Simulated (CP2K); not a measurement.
# Pd (Im-3m) in CP2K: notebook

One crystal, Pd, is run at these levels: r2SCAN; tasks: single point, equation of state.

Everything below comes from runs of CP2K 2026.2. Logs are shortened: lines on timing, memory, paths and dates and some standing lists are left out, and cuts for length are marked.

## Step 1: The crystal as given

The structure is cubic, space group Im-3m (No. 229). Conventional cell: a = 3.145 Å, b = 3.145 Å, c = 3.145 Å, α = 90.00°, β = 90.00°, γ = 90.00°. Pd (site symmetry m-3m) is surrounded by 8 Pd at 2.72 Å.

This isn't the form of Pd at room conditions, which is fcc.

## Step 2: Single point, r2SCAN, 15.55 Å³/atom

The input, pd_eos.inp:

```
&GLOBAL
  PROJECT pd_eos
  RUN_TYPE ENERGY_FORCE
  PRINT_LEVEL LOW
&END GLOBAL
&FORCE_EVAL
  METHOD QS
  STRESS_TENSOR ANALYTICAL
  &DFT
    BASIS_SET_FILE_NAME BASIS_MOLOPT_UZH
    POTENTIAL_FILE_NAME POTENTIAL_UZH
    &MGRID
      CUTOFF 675
      REL_CUTOFF 60
      NGRIDS 4
    &END MGRID
    &QS
      METHOD GPW
      EPS_DEFAULT 1.0E-9
    &END QS
    &KPOINTS
      SCHEME MONKHORST-PACK 12 12 12
      GAMMA_CENTERED T
      SYMMETRY T
      SYMMETRY_BACKEND SPGLIB
    &END KPOINTS
    &SCF
      SCF_GUESS ATOMIC
      EPS_SCF 1.0E-6
      MAX_SCF 100
      ADDED_MOS 11
      CHOLESKY OFF
      EPS_EIGVAL 1.0E-7
      &DIAGONALIZATION ON
        ALGORITHM STANDARD
      &END DIAGONALIZATION
      &MIXING ON
        METHOD BROYDEN_MIXING
        ALPHA 0.4
        BETA 1.5
        NBUFFER 8
      &END MIXING
      &SMEAR ON
        METHOD FERMI_DIRAC
        ELECTRONIC_TEMPERATURE 300.56
      &END SMEAR
    &END SCF
    &XC
      &XC_FUNCTIONAL
        &MGGA_X_R2SCAN
        &END MGGA_X_R2SCAN
        &MGGA_C_R2SCAN
        &END MGGA_C_R2SCAN
      &END XC_FUNCTIONAL
    &END XC
    &PRINT
      &KPOINTS ON
      &END KPOINTS
      &MULLIKEN ON
      &END MULLIKEN
      &MO ON
        ENERGIES T
        OCCUPATION_NUMBERS T
        &EACH
          QS_SCF 0
        &END EACH
        ADD_LAST NUMERIC
      &END MO
    &END PRINT
  &END DFT
  &SUBSYS
    &CELL
      ABC 2.7232705758 2.7232705758 2.7232705758
      ALPHA_BETA_GAMMA 109.4712206348 109.4712206343 109.4712206348
      PERIODIC XYZ
    &END CELL
    &COORD
      SCALED
      Pd  0.0000000000 0.0000000000 0.0000000000
    &END COORD
    &KIND Pd
      BASIS_SET TZVP-MOLOPT-SCAN-GTH-q18
      POTENTIAL GTH-SCAN-q18
    &END KIND
    &PRINT
      &ATOMIC_COORDINATES ON
      &END ATOMIC_COORDINATES
      &CELL ON
      &END CELL
    &END PRINT
  &END SUBSYS
  &PRINT
    &FORCES ON
    &END FORCES
    &STRESS_TENSOR ON
    &END STRESS_TENSOR
  &END PRINT
&END FORCE_EVAL
```

Potentials or basis: POTENTIAL_UZH Pd GTH-SCAN-q18; TZVP-MOLOPT-SCAN-GTH basis.

The run is started by

```bash
> OMP_NUM_THREADS=1 cp2k.psmp -i pd_eos.inp -o pd_eos.out
```

pd_eos.out:

```text

 CP2K| version string:                                       CP2K version 2026.2
 CP2K| Input file name                                                pd_eos.inp

 GLOBAL| Force Environment number                                              1
 GLOBAL| Basis set file name                                    BASIS_MOLOPT_UZH
 GLOBAL| Potential file name                                       POTENTIAL_UZH
 GLOBAL| MM Potential file name                                     MM_POTENTIAL
 GLOBAL| Coordinate file name                                      __STD_INPUT__
 GLOBAL| Method name                                                        CP2K
 GLOBAL| Project name                                                     pd_eos
 GLOBAL| Run type                                                   ENERGY_FORCE
 GLOBAL| FFT library                                                       FFTW3
[... 8 lines left out ...]
 GLOBAL| CPU model name                                                  UNKNOWN

 CELL| Volume [angstrom^3]:                                            15.547139
 CELL| Vector a [angstrom]:       2.723     0.000     0.000   |a| =     2.723271
 CELL| Vector b [angstrom]:      -0.908     2.568     0.000   |b| =     2.723271
 CELL| Vector c [angstrom]:      -0.908    -1.284     2.224   |c| =     2.723271
 CELL| Angle (b,c), alpha [degree]:                                   109.471221
 CELL| Angle (a,c), beta  [degree]:                                   109.471221
 CELL| Angle (a,b), gamma [degree]:                                   109.471221
 CELL| Numerically orthorhombic:                                              NO
 CELL| Periodicity                                                           XYZ

 CELL_REF| Volume [angstrom^3]:                                        15.547139
 CELL_REF| Vector a [angstrom     2.723     0.000     0.000   |a| =     2.723271
 CELL_REF| Vector b [angstrom    -0.908     2.568     0.000   |b| =     2.723271
 CELL_REF| Vector c [angstrom    -0.908    -1.284     2.224   |c| =     2.723271
 CELL_REF| Angle (b,c), alpha [degree]:                               109.471221
 CELL_REF| Angle (a,c), beta  [degree]:                               109.471221
 CELL_REF| Angle (a,b), gamma [degree]:                               109.471221
 CELL_REF| Numerically orthorhombic:                                          NO
 CELL_REF| Periodicity                                                       XYZ
[... 9 lines left out ...]
 TOTAL NUMBERS AND MAXIMUM NUMBERS

  Total number of            - Atomic kinds:                                   1
                             - Atoms:                                          1
                             - Shell sets:                                     1
                             - Shells:                                        11
                             - Primitive Cartesian functions:                  7
                             - Cartesian basis functions:                     41
                             - Spherical basis functions:                     35

  Maximum angular momentum of- Orbital basis functions:                        3
                             - Local part of the GTH pseudopotential:          2
[... 98 lines left out ...]
  Step     Update method      Time    Convergence         Total energy    Change
  ------------------------------------------------------------------------------
     1 NoMix/Diag. 0.40E+00   10.6     0.24637563      -125.2366129818 -1.25E+02
     2 Broy./Diag. 0.40E+00   10.5     0.26117643      -126.6467453537 -1.41E+00
     3 Broy./Diag. 0.40E+00   10.4     0.15908184      -125.6629508829  9.84E-01
     4 Broy./Diag. 0.40E+00   10.4     0.17265707      -125.0657015319  5.97E-01
     5 Broy./Diag. 0.40E+00   10.5     0.01160407      -125.1059205240 -4.02E-02
     6 Broy./Diag. 0.40E+00   10.5     0.01370256      -125.0637198281  4.22E-02
     7 Broy./Diag. 0.40E+00   10.5     0.00081614      -125.0667322982 -3.01E-03
     8 Broy./Diag. 0.40E+00   10.6     0.00100533      -125.0675010654 -7.69E-04
     9 Broy./Diag. 0.40E+00   10.6     0.00020358      -125.0668767797  6.24E-04
    10 Broy./Diag. 0.40E+00   10.6     0.00004696      -125.0676152711 -7.38E-04
    11 Broy./Diag. 0.40E+00   10.6     0.00001097      -125.0673738498  2.41E-04
    12 Broy./Diag. 0.40E+00   10.6     0.00000068      -125.0673740310 -1.81E-07

  *** SCF run converged in    12 steps ***

  Electronic density on regular grids:        -17.9999999966        0.0000000034
  Core density on regular grids:               17.9999999938       -0.0000000062
  Total charge density on r-space grids:       -0.0000000028
  Total charge density g-space grids:          -0.0000000028

  Overlap energy of the core charge distribution:               0.00000000000000
  Self energy of the core charge distribution:               -217.21357897591977
  Core Hamiltonian energy:                                     51.50143198028125
  Hartree energy:                                              53.15084017440867
  Exchange-correlation energy:                                -12.50596846800515
  Electronic entropic energy:                                  -0.00009874153272
  Fermi energy:                                                 0.51223050740365

  Total energy:                                              -125.06737403095032
  Total energy (extrapolated to T->0):                       -125.06732466018396

 MO| EIGENVALUES AND OCCUPATION NUMBERS FOR K POINT 1
 MO|
 MO|  Index      Eigenvalue [a.u.]        Eigenvalue [eV]             Occupation
 MO|      1              -2.648728             -72.075555               2.000000
 MO|      2              -1.369185             -37.257405               2.000000
 MO|      3              -1.369185             -37.257405               2.000000
 MO|      4              -1.364353             -37.125927               2.000000
 MO|      5               0.350361               9.533807               2.000000
 MO|      6               0.350361               9.533807               2.000000
[... 350 lines left out ...]
 MO|     19               2.057878              55.997701               0.000000
 MO|     20               2.134770              58.090054               0.000000
 MO| Sum:                                                              18.000000
 MO| E(Fermi):            0.512231 a.u.         13.938501 eV

 [... the levels of further k-points ...]

 !-----------------------------------------------------------------------------!
                     Mulliken Population Analysis

 #  Atom  Element  Kind  Atomic population                           Net charge
       1     Pd       1         18.000000                              0.000000
 # Total charge                             18.000000                  0.000000

 !-----------------------------------------------------------------------------!

 ENERGY| Total FORCE_EVAL ( QS ) energy [hartree]           -125.067374170574496

 FORCES| Atomic forces [hartree/bohr]
 FORCES|   Atom     x               y               z               |f|
 FORCES|      1  4.70239701E-14  5.97242560E-14  5.94264833E-14   9.64870325E-14
 FORCES| Sum     4.70239701E-14  5.97242560E-14  5.94264833E-14
 FORCES| Total atomic force                                       9.64870325E-14

 STRESS| Analytical stress tensor [bar]
 STRESS|                        x                   y                   z
 STRESS|      x       -2.58175108339E+03  -4.13485885391E-02  -4.35983798051E-02
 STRESS|      y       -4.13485885391E-02  -2.58179131561E+03  -6.12027707469E-02
 STRESS|      z       -4.35983798051E-02  -6.12027707469E-02  -2.58183223860E+03
 STRESS| 1/3 Trace                                            -2.58179154587E+03
 STRESS| Determinant                                          -1.72093125628E+10

 STRESS| Eigenvectors and eigenvalues of the analytical stress tensor [bar]
 STRESS|                        1                   2                   3
 STRESS| Eigenvalues  -2.58190015956E+03  -2.58174969632E+03  -2.58172478172E+03
 STRESS|      x           0.371762617993      0.287765219961      0.882600551804
 STRESS|      y           0.558282811280      0.690300635751     -0.460223136001
 STRESS|      z           0.741695933987     -0.663834475199     -0.095973595560
```

Run time: 2.8 min. Hardware: 1 thread of Arm Neoverse V2, shared host; peak memory 0.28 GiB.

Results:

```
Free energy            : -3403.2563 eV
Pressure               : -0.3 GPa
Band gap on the k mesh : none (metal or under the smearing width)
```

Caveat: the basis of atomic orbitals isn't converged, which shifts pressures, moduli and gaps.

## Step 3: Single point, r2SCAN, 15.24 Å³/atom (volume scaled by 0.98)

pd_eos.inp: that of step 2 with these lines changed.

```diff
@@ -11,2 +11,3 @@
     POTENTIAL_FILE_NAME POTENTIAL_UZH
+    WFN_RESTART_FILE_NAME previous-RESTART.kp
     &MGRID
@@ -27,3 +28,3 @@
     &SCF
-      SCF_GUESS ATOMIC
+      SCF_GUESS RESTART
       EPS_SCF 1.0E-6
@@ -72,4 +73,4 @@
     &CELL
-      ABC 2.7232705758 2.7232705758 2.7232705758
-      ALPHA_BETA_GAMMA 109.4712206348 109.4712206343 109.4712206348
+      ABC 2.7049930414 2.7049930413 2.7049930413
+      ALPHA_BETA_GAMMA 109.4712206348 109.4712206341 109.4712206342
       PERIODIC XYZ
```

Potentials or basis: POTENTIAL_UZH Pd GTH-SCAN-q18; TZVP-MOLOPT-SCAN-GTH basis.

The run is started by

```bash
> OMP_NUM_THREADS=1 cp2k.psmp -i pd_eos.inp -o pd_eos.out
```

Wall time 2.4 min (1 thread of Arm Neoverse V2, shared host); peak memory 0.29 GiB.

It converged, with:

* Free energy: -3403.2533 eV
* Pressure: 3.5 GPa
* Band gap on the k mesh: none (metal or under the smearing width)

Caveat: the basis of atomic orbitals isn't converged, which shifts pressures, moduli and gaps.

## Step 4: Single point, r2SCAN, 15.86 Å³/atom (volume scaled by 1.02)

pd_eos.inp: that of step 3 with these lines changed.

```diff
@@ -73,4 +73,4 @@
     &CELL
-      ABC 2.7049930414 2.7049930413 2.7049930413
-      ALPHA_BETA_GAMMA 109.4712206348 109.4712206341 109.4712206342
+      ABC 2.7413060059 2.7413060058 2.7413060059
+      ALPHA_BETA_GAMMA 109.4712206356 109.4712206336 109.4712206346
       PERIODIC XYZ
```

The run is started by

```bash
> OMP_NUM_THREADS=1 cp2k.psmp -i pd_eos.inp -o pd_eos.out
```

Wall time 2.2 min (1 thread of Arm Neoverse V2, shared host); peak memory 0.28 GiB.

Results (log left out):

```yaml
Free_energy: -3403.2526 eV
Pressure: -3.5 GPa
Band_gap_on_the_k_mesh: none (metal or under the smearing width)
```

Caveat: the basis of atomic orbitals isn't converged, which shifts pressures, moduli and gaps.

## Step 5: Single point, r2SCAN, 14.93 Å³/atom (volume scaled by 0.96)

pd_eos.inp: that of step 4 with these lines changed.

```diff
@@ -73,4 +73,4 @@
     &CELL
-      ABC 2.7413060059 2.7413060058 2.7413060059
-      ALPHA_BETA_GAMMA 109.4712206356 109.4712206336 109.4712206346
+      ABC 2.6864651103 2.6864651102 2.6864651103
+      ALPHA_BETA_GAMMA 109.4712206355 109.4712206345 109.4712206351
       PERIODIC XYZ
```

The run is started by

```bash
> OMP_NUM_THREADS=1 cp2k.psmp -i pd_eos.inp -o pd_eos.out
```

Wall time 2.5 min (1 thread of Arm Neoverse V2, shared host); peak memory 0.3 GiB.

Results (log left out):

```yaml
Free_energy: -3403.2424 eV
Pressure: 7.8 GPa
Band_gap_on_the_k_mesh: none (metal or under the smearing width)
```

Caveat: the basis of atomic orbitals isn't converged, which shifts pressures, moduli and gaps.

## Step 6: Single point, r2SCAN, 16.17 Å³/atom (volume scaled by 1.04)

pd_eos.inp: that of step 5 with these lines changed.

```diff
@@ -73,4 +73,4 @@
     &CELL
-      ABC 2.6864651103 2.6864651102 2.6864651103
-      ALPHA_BETA_GAMMA 109.4712206355 109.4712206345 109.4712206351
+      ABC 2.7591071930 2.7591071930 2.7591071930
+      ALPHA_BETA_GAMMA 109.4712206349 109.4712206349 109.4712206355
       PERIODIC XYZ
```

Potentials or basis: POTENTIAL_UZH Pd GTH-SCAN-q18; TZVP-MOLOPT-SCAN-GTH basis.

The run is started by

```bash
> OMP_NUM_THREADS=1 cp2k.psmp -i pd_eos.inp -o pd_eos.out
```

Wall time 2.2 min (1 thread of Arm Neoverse V2, shared host); peak memory 0.28 GiB.

It converged, with:

| Property | Result |
| --- | --- |
| Free energy | -3403.2428 eV |
| Pressure | -6.4 GPa |
| Band gap on the k mesh | none (metal or under the smearing width) |

Caveat: the basis of atomic orbitals isn't converged, which shifts pressures, moduli and gaps.

## Step 7: Single point, r2SCAN, 14.61 Å³/atom (volume scaled by 0.94)

pd_eos.inp: that of step 6 with these lines changed.

```diff
@@ -73,4 +73,4 @@
     &CELL
-      ABC 2.7591071930 2.7591071930 2.7591071930
-      ALPHA_BETA_GAMMA 109.4712206349 109.4712206349 109.4712206355
+      ABC 2.6676780263 2.6676780263 2.6676780264
+      ALPHA_BETA_GAMMA 109.4712206352 109.4712206348 109.4712206353
       PERIODIC XYZ
```

The run is started by

```bash
> OMP_NUM_THREADS=1 cp2k.psmp -i pd_eos.inp -o pd_eos.out
```

It took 2.9 min on 1 thread of Arm Neoverse V2, shared host; peak memory 0.29 GiB.

Results (log left out):

* Free energy: -3403.2227 eV
* Pressure: 12.6 GPa
* Band gap on the k mesh: none (metal or under the smearing width)

Caveat: the basis of atomic orbitals isn't converged, which shifts pressures, moduli and gaps.

## Step 8: Single point, r2SCAN, 16.48 Å³/atom (volume scaled by 1.06)

pd_eos.inp: that of step 7 with these lines changed.

```diff
@@ -73,4 +73,4 @@
     &CELL
-      ABC 2.6676780263 2.6676780263 2.6676780264
-      ALPHA_BETA_GAMMA 109.4712206352 109.4712206348 109.4712206353
+      ABC 2.7766815980 2.7766815980 2.7766815980
+      ALPHA_BETA_GAMMA 109.4712206339 109.4712206351 109.4712206351
       PERIODIC XYZ
```

The run is started by

```bash
> OMP_NUM_THREADS=1 cp2k.psmp -i pd_eos.inp -o pd_eos.out
```

Run time: 2.5 min. Hardware: 1 thread of Arm Neoverse V2, shared host; peak memory 0.28 GiB.

The run converged. Its results:

* Free energy: -3403.2279 eV
* Pressure: -8.9 GPa
* Band gap on the k mesh: none (metal or under the smearing width)

Caveat: the basis of atomic orbitals isn't converged, which shifts pressures, moduli and gaps.

## Step 9: Equation of state, r2SCAN

Potentials or basis: POTENTIAL_UZH Pd GTH-SCAN-q18; TZVP-MOLOPT-SCAN-GTH basis.

This step only gathers the single runs of the series.

What came out:

```yaml
Equilibrium_volume: 15.52 Å³/atom
Bulk_modulus: 177 GPa
Pressure_derivative_of_the_bulk_modulus: 5.6
```

Energy against volume, from the lowest point:
| volume (Å³/atom) | energy (meV/atom) |
| --- | --- |
| 14.614 | 33.62 |
| 14.925 | 13.91 |
| 15.236 | 3.06 |
| 15.547 | 0.00 |
| 15.858 | 3.76 |
| 16.169 | 13.48 |
| 16.480 | 28.42 |

Caveat: the basis of atomic orbitals isn't converged, which shifts pressures, moduli and gaps.
